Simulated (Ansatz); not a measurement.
Crystal: CdTe.

```
Te Cd
1.0
     0.00000    3.20500    3.20500
     3.20500    0.00000    3.20500
     3.20500    3.20500    0.00000
Te Cd
1 1
Direct
  0.75000 0.75000 0.75000
  0.00000 0.00000 0.00000
```

```yaml
Program: Ansatz 0.2.0
Task: relaxation of cell and atoms
Functional: PBEsol
Potentials_or_basis: all-electron LAPW, scalar-relativistic
Basis_error_allowed: 0.001 eV/atom
k_mesh: 7 × 7 × 7
Occupations: fermi-dirac, width 0.05 eV
Spin: no spin polarisation
```

At the start: volume 32.92 Å³/atom.

Problem. Where does the relaxation end?

Solution. Over 5 steps the energy falls by 6.3 meV/atom and the volume is 34.17 Å³/atom (+3.8 %); space group F-43m (No. 216, to 0.05 Å).

The path:
```csv
step,energy change (eV),largest force (eV/Å),volume (Å³)
1,0.0000,0.0000,65.84
2,-0.0087,0.0000,69.81
3,-0.0126,0.0000,68.44
4,-0.0127,0.0000,68.34
5,-0.0127,0.0000,68.34
```

Final structure:
```xyz
2
Lattice="0.0000 3.2450 3.2450 3.2450 0.0000 3.2450 3.2450 3.2450 0.0000" Properties=species:S:1:pos:R:3 pbc="T T T"
Te    4.8674    4.8674    4.8674
Cd    0.0000    0.0000    0.0000
```
